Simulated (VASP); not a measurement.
# PbO (strained rocksalt): one r²SCAN single-point calculation in two programs

```xyz
2
Lattice="0.0588 2.6065 2.6065 2.6065 0.0588 2.6065 2.6653 2.6653 0.0000" Properties=species:S:1:pos:R:3 pbc="T T T"
Pb    0.0000    0.0000    0.0000
O     2.6653    2.6653    2.6065
```

Each program uses its own PAW datasets. VASP's cell holds 20 valence electrons and Ansatz's 20. Ansatz's stress includes a Pulay correction; VASP's doesn't.

Cutoffs: 520 eV in VASP, 500 eV in Ansatz. k meshes: 8×8×8 and 8×8×8.

```tsv
	VASP	Ansatz
gap between bands v and c	0.20 eV	0.20 eV
least direct gap	0.25 eV	0.25 eV
pressure	0.1 GPa	0.0 GPa
```

Band v is the last that the valence electrons fill when counted band by band, and c is the next. Levels in eV from the top of v, Ansatz:

```json
{"point": "Γ", "v−1": "-2.81", "v": "-2.68", "c": "8.45", "c+1": "8.47"}
{"point": "X", "v−1": "-3.81", "v": "-3.81", "c": "4.06", "c+1": "6.54"}
{"point": "K", "v−1": "-3.14", "v": "-2.28", "c": "3.64", "c+1": "4.12"}
{"point": "L", "v−1": "-2.31", "v": "0.00", "c": "0.25", "c+1": "5.31"}
{"point": "W", "v−1": "-4.77", "v": "-1.23", "c": "3.91", "c+1": "4.31"}
```

VASP:

```csv
point,v−1,v,c,c+1
Γ,-2.80,-2.67,8.44,8.47
X,-3.80,-3.80,4.07,6.55
K,-3.13,-2.28,3.64,4.13
L,-2.30,0.00,0.25,5.30
W,-4.77,-1.23,3.90,4.31
```
